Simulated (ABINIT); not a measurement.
# MoS2 (P-3m1) in ABINIT: settings compared

One crystal, MoS2, is run at these levels: r2SCAN, PBE; tasks: single point.

All numbers are computed with ABINIT 10.8.3 (patched build); they aren't measurements. Logs are shortened: lines on timing, memory, paths and dates and some standing lists are left out, and cuts for length are marked. The log counts tension as positive stress, the text compression.

## Step 1: The structure

Symmetry: P-3m1, No. 164, trigonal system. The conventional cell has a = 3.227 Å, b = 3.227 Å, c = 6.312 Å, α = 90.00°, β = 90.00°, γ = 120.00°. Around Mo (site symmetry -3m) lie 6 S at 2.42 Å. Around S (site symmetry 3m) lie 3 Mo at 2.42 Å.

Measurements of this composition are mostly on another form, of space group No. 194.

## Step 2: Single point, r2SCAN

Contents of run.abi:

```
pp_dirpath "./"
pseudos "Mo.GGA_PBE-JTH.xml, S.GGA_PBE-JTH.xml"

acell 6.0990240984 6.0990240983 11.9288459328
rprim
     1.0000000000     0.0000000000     0.0000000000
    -0.5000000000     0.8660254038     0.0000000000
     0.0000000000     0.0000000000     1.0000000000
ntypat 2
znucl 42 16
natom 3
typat 1 2 2
xcart
     0.0000000000     0.0000000000     5.9644229664
     3.0495120495     1.7606366023     8.8831811008
    -0.0000000003     3.5212732051     3.0456648319

ecut 24.0
pawecutdg 46.0

kptopt 1
ngkpt 4 4 2
nshiftk 1
shiftk 0.0 0.0 0.0

ixc -497498
usekden 1
pawxcdev 0

nband 17
occopt 3
tsmear 0.00183747

nstep 100
tolvrs 1.0e-7

iomode 3
prtwf 0
prtden 0
prteig 0
prtebands 0
```

Potentials or basis: JTH PAW PBE v2.0.

The run is started by

```bash
> abinit run.abi > log 2>&1
```

run.abo:

```text
.Version 10.8.3 of ABINIT
 Symmetries : space group P-3 m 1 (#164); Bravais hP (primitive hexag.)
================================================================================
 Values of the parameters that define the memory need of the present run
     intxc =       0    ionmov =       0      iscf =      17    lmnmax =      18
     lnmax =       6     mgfft =      54  mpssoang =       3    mqgrid =    3643
     natom =       3  nloc_mem =       2    nspden =       1   nspinor =       1
    nsppol =       1      nsym =      12    n1xccc =       1    ntypat =       2
    occopt =       3   xclevel =       2
       mpw =        2163          nfft =       48600          nkpt =           8
 PAW method is used; the additional fine FFT grid is defined by:
   mgfftf=        75    nfftf =    120000
================================================================================
================================================================================

--------------------------------------------------------------------------------
------------- Echo of variables that govern the present computation ------------
--------------------------------------------------------------------------------
 -outvars: echo values of preprocessed input variables --------
            acell      6.0990240984E+00  6.0990240983E+00  1.1928845933E+01 Bohr
              amu      9.59400000E+01  3.20660000E+01
             ecut      2.40000000E+01 Hartree
              ixc     -497498
         kptrlatt        4    0    0      0    4    0      0    0    2
          kptrlen      2.38576919E+01
            natom           3
            nband          17
            ngfft          30      30      54
          ngfftdg          40      40      75
             nkpt           8
            nstep         100
             nsym          12
           ntypat           2
           occopt           3
        pawecutdg      4.60000000E+01 Hartree
         pawxcdev           0
           prtden           0
        prtebands           0
           prteig           0
          prtkden           1
            prtwf           0
            rprim      1.0000000000E+00  0.0000000000E+00  0.0000000000E+00
                      -5.0000000000E-01  8.6602540380E-01  0.0000000000E+00
                       0.0000000000E+00  0.0000000000E+00  1.0000000000E+00
          spgroup         164
           tolvrs      1.00000000E-07
           tsmear      1.83747000E-03 Hartree
            typat      1  2  2
          usekden           1
           useylm           1
           xangst      0.0000000000E+00  0.0000000000E+00  3.1562367079E+00
                       1.6137322797E+00  9.3168876610E-01  4.7007769957E+00
                       1.7639338759E-11  1.8633775322E+00  1.6116964200E+00
            xcart      0.0000000000E+00  0.0000000000E+00  5.9644229664E+00
                       3.0495120492E+00  1.7606366025E+00  8.8831811009E+00
                       3.3333519296E-11  3.5212732050E+00  3.0456648319E+00
             xred      0.0000000000E+00  0.0000000000E+00  5.0000000000E-01
                       6.6666666667E-01  3.3333333333E-01  7.4468068000E-01
                       3.3333333333E-01  6.6666666667E-01  2.5531932000E-01
            znucl       42.00000   16.00000

================================================================================

 chkinp: Checking input parameters for consistency.

================================================================================
== DATASET  1 ==================================================================

--- !DatasetInfo
iteration_state: {dtset: 1, }
dimensions: {natom: 3, nkpt: 8, mband: 17, nsppol: 1, nspinor: 1, nspden: 1, mpw: 2163, }
cutoff_energies: {ecut:  24.0, pawecutdg:  46.0, }
electrons: {nelect:   2.60000000E+01, charge:   0.00000000E+00, occopt:   3.00000000E+00, tsmear:   1.83747000E-03, }
meta: {optdriver: 0, ionmov: 0, optcell: 0, iscf: 17, paral_kgb: 0, }
...

 Real(R)+Recip(G) space primitive vectors, cartesian coordinates (Bohr,Bohr^-1):
 R(1)=  6.0990241  0.0000000  0.0000000  G(1)=  0.1639607  0.0946627  0.0000000
 R(2)= -3.0495120  5.2819098  0.0000000  G(2)=  0.0000000  0.1893255  0.0000000
 R(3)=  0.0000000  0.0000000 11.9288459  G(3)=  0.0000000  0.0000000  0.0838304
 Unit cell volume ucvol=  3.8428175E+02 bohr^3
 Angles (23,13,12)=  9.00000000E+01  9.00000000E+01  1.20000000E+02 degrees

 Coarse grid specifications (used for wave-functions):

 getcut: wavevector=  0.0000  0.0000  0.0000  ngfft=  30  30  54
         ecut(hartree)=     24.000   => boxcut(ratio)=   2.05270

[... 65 lines left out ...]
lattice_vectors:
- [  6.0990241,   0.0000000,   0.0000000, ]
- [ -3.0495120,   5.2819098,   0.0000000, ]
- [  0.0000000,   0.0000000,  11.9288459, ]
lattice_lengths: [   6.09902,    6.09902,   11.92885, ]
lattice_angles: [ 90.000,  90.000, 120.000, ] # degrees, (23, 13, 12)
lattice_volume:   3.8428175E+02
convergence: {deltae: -4.103E-10, res2:  3.689E-08, residm:  1.557E-05, diffor: null, }
etotal    :  -7.07127644E+01
entropy   :   0.00000000E+00
fermie    :   2.78954613E-01
cartesian_stress_tensor: # hartree/bohr^3
- [ -8.66105788E-05,  -5.61416648E-14,   0.00000000E+00, ]
- [ -5.61416648E-14,  -8.66105788E-05,   0.00000000E+00, ]
- [  0.00000000E+00,   0.00000000E+00,   4.39182388E-05, ]
pressure_GPa:   1.2681E+00
xred      :
- [  0.0000E+00,   0.0000E+00,   5.0000E-01, Mo]
- [  6.6667E-01,   3.3333E-01,   7.4468E-01,  S]
- [  3.3333E-01,   6.6667E-01,   2.5532E-01,  S]
cartesian_forces: # hartree/bohr
- [ -5.88650508E-29,   2.37900270E-28,  -0.00000000E+00, ]
- [ -5.88650508E-29,  -1.69928764E-28,  -2.25691090E-03, ]
- [  1.17730102E-28,  -6.79715058E-29,   2.25691090E-03, ]
force_length_stats: {min:   2.45074749E-28, max:   2.25691090E-03, mean:   1.50460727E-03, }
...

 Integrated electronic density in atomic spheres:
 ------------------------------------------------
 Atom  Sphere_radius  Integrated_density
    1        2.20740         11.23009872
    2        1.90380          3.58536040
    3        1.90380          3.58536040

================================================================================

 ----iterations are completed or convergence reached----

 Mean square residual over all n,k,spin=   11.450E-08; max=  15.568E-06
 reduced coordinates (array xred) for    3 atoms
       0.000000000000      0.000000000000      0.500000000000
       0.666666666667      0.333333333333      0.744680680000
       0.333333333333      0.666666666667      0.255319320000
 rms dE/dt=  1.2691E-02; max dE/dt=  2.6922E-02; dE/dt below (all hartree)
    1       0.000000000000      0.000000000000      0.000000000000
    2       0.000000000000      0.000000000000      0.026922342446
    3      -0.000000000000      0.000000000000     -0.026922342446

 cartesian coordinates (angstrom) at end:
    1      0.00000000000000     0.00000000000000     3.15623670786412
    2      1.61373227972479     0.93168876609547     4.70077699570498
    3      0.00000000001764     1.86337753219094     1.61169642002326

 cartesian forces (hartree/bohr) at end:
    1     -0.00000000000000     0.00000000000000    -0.00000000000000
    2     -0.00000000000000    -0.00000000000000    -0.00225691090303
    3      0.00000000000000    -0.00000000000000     0.00225691090303
 frms,max,avg= 1.0639180E-03 2.2569109E-03   0.000E+00  0.000E+00  0.000E+00 h/b

 cartesian forces (eV/Angstrom) at end:
    1     -0.00000000000000     0.00000000000000    -0.00000000000000
    2     -0.00000000000000    -0.00000000000000    -0.11605502482225
    3      0.00000000000000    -0.00000000000000     0.11605502482225
 frms,max,avg= 5.4708863E-02 1.1605502E-01   0.000E+00  0.000E+00  0.000E+00 e/A
 length scales=  6.099024098400  6.099024098300 11.928845932800 bohr
              =  3.227464559432  3.227464559379  6.312473415728 angstroms
 Fermi (or HOMO) energy (hartree) =   0.27895   Average Vxc (hartree)=  -0.40692
 Eigenvalues (hartree) for nkpt=   8  k points:
 kpt#   1, nband= 17, wtk=  0.03125, kpt=  0.0000  0.0000  0.0000 (reduced coord)
  -2.06720   -1.08501   -1.08406   -1.08406   -0.29148   -0.23595    0.02536    0.12398
   0.12398    0.20683    0.24077    0.24322    0.24322    0.26618    0.26618    0.40299
   0.40299
      occupation numbers for kpt#   1
   2.00000    2.00000    2.00000    2.00000    2.00000    2.00000    2.00000    2.00000
   2.00000    2.00000    2.00000    2.00000    2.00000    1.99809    1.99809    0.00000
   0.00000
 prteigrs : prtvol=0 or 1, do not print more k-points.

--- !EnergyTerms
iteration_state     : {dtset: 1, }
comment             : Components of total free energy in Hartree
kinetic             :  1.85473927037126E+01
hartree             :  3.02768758639769E+01
xc                  : -1.09092032627069E+01
Ewald energy        : -5.70820386635292E+01
psp_core            :  2.31235720361298E+00
local_psp           : -8.49950891004405E+01
PAW spherical_terms :  3.11383354040824E+01
internal            : -7.07113698512917E+01
'-kT*entropy'       : -1.36302842654907E-03
total_energy        : -7.07127328797183E+01
total_energy_eV     : -1.92419148689889E+03
...

--- !EnergyTermsDC
iteration_state     : {dtset: 1, }
comment             : '"Double-counting" decomposition of free energy'
band_energy         : -9.62111779298780E+00
Ewald energy        : -5.70820386635292E+01
psp_core            :  2.31235720361298E+00
xc_dc               : -2.81313666609911E+01
PAW spherical_terms :  2.18107645162761E+01
internal            : -7.07114013976190E+01
'-kT*entropy'       : -1.36302842654907E-03
total_energy_dc     : -7.07127644260456E+01
total_energy_dc_eV  : -1.92419234531819E+03
...

--- !EnergyTermsWithPAWCore
iteration_state     : {dtset: 1, }
comment             : 'Components of total free energy, including PAW core contributions'
Total energy        : -4.84818460183231E+03
Total energy DC     : -4.84818463337864E+03
Total energy (eV)   : -1.31925823792277E+05
Total energy DC (eV): -1.31925824650696E+05
...

 Cartesian components of stress tensor (hartree/bohr^3)
  sigma(1 1)= -8.66105788E-05  sigma(3 2)=  0.00000000E+00
  sigma(2 2)= -8.66105788E-05  sigma(3 1)=  0.00000000E+00
  sigma(3 3)=  4.39182388E-05  sigma(2 1)= -5.61416648E-14

-Cartesian components of stress tensor (GPa)         [Pressure=  1.2681E+00 GPa]
- sigma(1 1)= -2.54817120E+00  sigma(3 2)=  0.00000000E+00
- sigma(2 2)= -2.54817120E+00  sigma(3 1)=  0.00000000E+00
- sigma(3 3)=  1.29211919E+00  sigma(2 1)= -1.65174481E-09

== END DATASET(S) ==============================================================
================================================================================

 -outvars: echo values of variables after computation  --------
            acell      6.0990240984E+00  6.0990240983E+00  1.1928845933E+01 Bohr
           etotal     -7.0712764426E+01
            fcart     -5.8865050752E-29  2.3790027028E-28 -0.0000000000E+00
                      -5.8865050752E-29 -1.6992876449E-28 -2.2569109030E-03
                       1.1773010150E-28 -6.7971505796E-29  2.2569109030E-03
            rprim      1.0000000000E+00  0.0000000000E+00  0.0000000000E+00
                      -5.0000000000E-01  8.6602540380E-01  0.0000000000E+00
                       0.0000000000E+00  0.0000000000E+00  1.0000000000E+00
           strten     -8.6610578813E-05 -8.6610578832E-05  4.3918238772E-05
                       0.0000000000E+00  0.0000000000E+00 -5.6141664842E-14
           xangst      0.0000000000E+00  0.0000000000E+00  3.1562367079E+00
                       1.6137322797E+00  9.3168876610E-01  4.7007769957E+00
                       1.7639338759E-11  1.8633775322E+00  1.6116964200E+00
             xred      0.0000000000E+00  0.0000000000E+00  5.0000000000E-01
                       6.6666666667E-01  3.3333333333E-01  7.4468068000E-01
                       3.3333333333E-01  6.6666666667E-01  2.5531932000E-01
 Calculation completed.
```

Run time: 46 s. Hardware: 1 thread of Arm Neoverse V1, shared host; peak memory 0.15 GiB.

What came out:

| Quantity | Value |
| --- | --- |
| Free energy | -1924.1923 eV |
| Pressure | 1.3 GPa |
| Largest force | 0.116 eV/Å |
| Band gap on the k mesh | none (metal or under the smearing width) |
| Valence electrons inside the program's atomic spheres | Mo 11.23; S 3.59 |

Forces in eV/Å, atoms in the order of the input:
```
Mo   0.000  0.000  0.000
S    0.000  0.000 -0.116
S    0.000  0.000  0.116
```

Caveat: the k mesh is coarse (spacing up to 0.56 Å⁻¹), so the values aren't converged; totals of a meta-GGA on PAW files have another zero than those of a GGA; the PAW data sets were made with another functional, which shifts forces and pressure a little.

## Step 3: Single point, PBE

Contents of run.abi:

```
pp_dirpath "./"
pseudos "Mo.GGA_PBE-JTH.xml, S.GGA_PBE-JTH.xml"

acell 6.0990240984 6.0990240983 11.9288459328
rprim
     1.0000000000     0.0000000000     0.0000000000
    -0.5000000000     0.8660254038     0.0000000000
     0.0000000000     0.0000000000     1.0000000000
ntypat 2
znucl 42 16
natom 3
typat 1 2 2
xred
     0.0000000000     0.0000000000     0.5000000000
     0.6666666667     0.3333333333     0.7446806800
     0.3333333333     0.6666666667     0.2553193200

ecut 20.0
pawecutdg 40.0

kptopt 1
ngkpt 5 5 2
nshiftk 1
shiftk 0.0 0.0 0.0

ixc 11

nband 17
occopt 3
tsmear 0.05 eV

nstep 100
tolvrs 1.0e-9

iomode 3
prtwf 0
prteig 0
prtebands 0
enunit 2
prtden 1
prtvha 1
prtvclmb 1
prtpot 1
```

Potentials or basis: JTH PAW PBE v2.0.

The run is started by

```bash
> abinit run.abi > log 2>&1
```

Wall time 15 s (1 thread of Arm Neoverse V1, shared host); peak memory 0.12 GiB.

Results (log left out):

* Free energy: -2437.0240 eV
* Pressure: 1.2 GPa
* Largest force: 0.139 eV/Å
* Band gap on the k mesh: none (metal or under the smearing width)
* Valence electrons inside the program's atomic spheres: Mo 11.22; S 3.57

Forces on the atoms (eV/Å):
```
Mo   0.000  0.000  0.000
S    0.000  0.000  0.139
S    0.000  0.000 -0.139
```

Stress tensor (GPa, compression positive):
```
1.08 0.00 0.00
0.00 1.08 0.00
0.00 0.00 1.35
```

Levels at points of the mesh, in eV from the Fermi level:
| k point | band 10 | band 11 | band 12 | band 13 | band 14 | band 15 | band 16 | band 17 |
| --- | --- | --- | --- | --- | --- | --- | --- | --- |
| (0.00, 0.00, 0.00) | -1.67 | -0.90 | -0.78 | -0.78 | -0.15 | -0.15 | 3.35 | 3.35 |
| (0.00, 0.00, 0.50) | -3.42 | -0.79 | -0.79 | -0.22 | -0.22 | 0.08 | 3.51 | 3.51 |

Caveat: the k mesh is coarse (spacing up to 0.50 Å⁻¹), so the values aren't converged; this functional lacks dispersion, which binds the layers, so the pressure and a relaxed spacing across them are unreliable.

## Step 4: Single point, PBE

Contents of run.abi:

```
# Pseudopotentials
pp_dirpath "./"
pseudos "Mo.GGA_PBE-JTH.xml, S.GGA_PBE-JTH.xml"

# Structure
acell 3*1.0 Angstrom
rprim
     3.2274645616     0.0000000000     0.0000000000
    -1.6137322808     2.7950663001     0.0000000000
     0.0000000000     0.0000000000     6.3124734200
ntypat 2
znucl 42 16
natom 3
typat 1 2 2
xcart
     0.0000000000     0.0000000000     5.9644229664
     3.0495120495     1.7606366023     8.8831811008
    -0.0000000003     3.5212732051     3.0456648319

# Plane-wave basis
ecut 20.0
pawecutdg 40.0

# k points
kptopt 1
ngkpt 4 4 2
nshiftk 1
shiftk 0.0 0.0 0.0

# Exchange and correlation
ixc 11

# Bands and occupations
nband 17
occopt 3
tsmear 0.00183747

# SCF cycle
nstep 100
tolvrs 1.0e-9

# Output
iomode 3
prtwf 0
prteig 0
prtebands 0
prtden 1
prtvha 1
prtvclmb 1
prtpot 1
```

Potentials or basis: JTH PAW PBE v2.0.

The run is started by

```bash
> abinit run.abi > log 2>&1
```

run.abo:

```text
.Version 10.8.3 of ABINIT
 Symmetries : space group P-3 m 1 (#164); Bravais hP (primitive hexag.)
================================================================================
 Values of the parameters that define the memory need of the present run
     intxc =       0    ionmov =       0      iscf =      17    lmnmax =      18
     lnmax =       6     mgfft =      50  mpssoang =       3    mqgrid =    3397
     natom =       3  nloc_mem =       2    nspden =       1   nspinor =       1
    nsppol =       1      nsym =      12    n1xccc =       1    ntypat =       2
    occopt =       3   xclevel =       2
       mpw =        1652          nfft =       36450          nkpt =           8
 PAW method is used; the additional fine FFT grid is defined by:
   mgfftf=        72    nfftf =     93312
================================================================================
================================================================================

[... 262 lines left out ...]

== END DATASET(S) ==============================================================
================================================================================

 -outvars: echo values of variables after computation  --------
            acell      1.8897261259E+00  1.8897261259E+00  1.8897261259E+00 Bohr
           etotal     -8.9556081797E+01
            fcart     -0.0000000000E+00  2.7188602300E-28  7.2280144832E-20
                      -0.0000000000E+00 -1.3594301150E-28  1.1969195665E-03
                      -0.0000000000E+00 -1.3594301150E-28 -1.1969195665E-03
            rprim      3.2274645616E+00  0.0000000000E+00  0.0000000000E+00
                      -1.6137322808E+00  2.7950663001E+00  0.0000000000E+00
                       0.0000000000E+00  0.0000000000E+00  6.3124734200E+00
           strten     -7.6329497191E-05 -7.6329496937E-05 -3.4652465610E-05
                       0.0000000000E+00  0.0000000000E+00  0.0000000000E+00
           xangst      0.0000000000E+00  0.0000000000E+00  3.1562367079E+00
                       1.6137322808E+00  9.3168876670E-01  4.7007769957E+00
                       9.6947835077E-17  1.8633775334E+00  1.6116964200E+00
             xred      0.0000000000E+00  0.0000000000E+00  4.9999999966E-01
                       6.6666666667E-01  3.3333333333E-01  7.4468067950E-01
                       3.3333333333E-01  6.6666666667E-01  2.5531931983E-01
 Calculation completed.
```

Wall time 13 s (1 thread of Arm Neoverse V1, shared host); peak memory 0.11 GiB.

What came out:

```
Free energy                                           : -2436.9451 eV
Pressure                                              : 1.8 GPa
Largest force                                         : 0.062 eV/Å
Band gap on the k mesh                                : none (metal or under the smearing width)
Valence electrons inside the program's atomic spheres : Mo 11.22; S 3.57
```

Forces in eV/Å, atoms in the order of the input:
```
Mo   0.000  0.000  0.000
S    0.000  0.000  0.062
S    0.000  0.000 -0.062
```

Caveat: the k mesh is coarse (spacing up to 0.56 Å⁻¹), so the values aren't converged; this functional lacks dispersion, which binds the layers, so the pressure and a relaxed spacing across them are unreliable.

## Step 5: The runs side by side

```tsv
level	k mesh	cutoff (eV)	fine-grid cutoff	gap on the mesh (eV)	pressure (GPa)	largest force (eV/Å)
r2SCAN	4 × 4 × 2	653	1251.72 eV	none	1.3	0.12
PBE	5 × 5 × 2	544	1088.46 eV	none	1.2	0.14
PBE	4 × 4 × 2	544	1088.46 eV	none	1.8	0.06
```

Alike in all rows: task single point; potentials or basis JTH PAW PBE v2.0; no spin polarisation; cell as given; smearing fermi-dirac 0.05 eV; the mesh is coarse, so values aren't converged.

Caveats: all runs use coarse meshes; this functional lacks dispersion, which binds the layers, so the pressure and a relaxed spacing across them are unreliable (some runs); totals of a meta-GGA on PAW files have another zero than those of a GGA (some runs); the PAW data sets were made with another functional, which shifts forces and pressure a little (some runs).

Absolute energies hang on the potentials; compare differences alone.
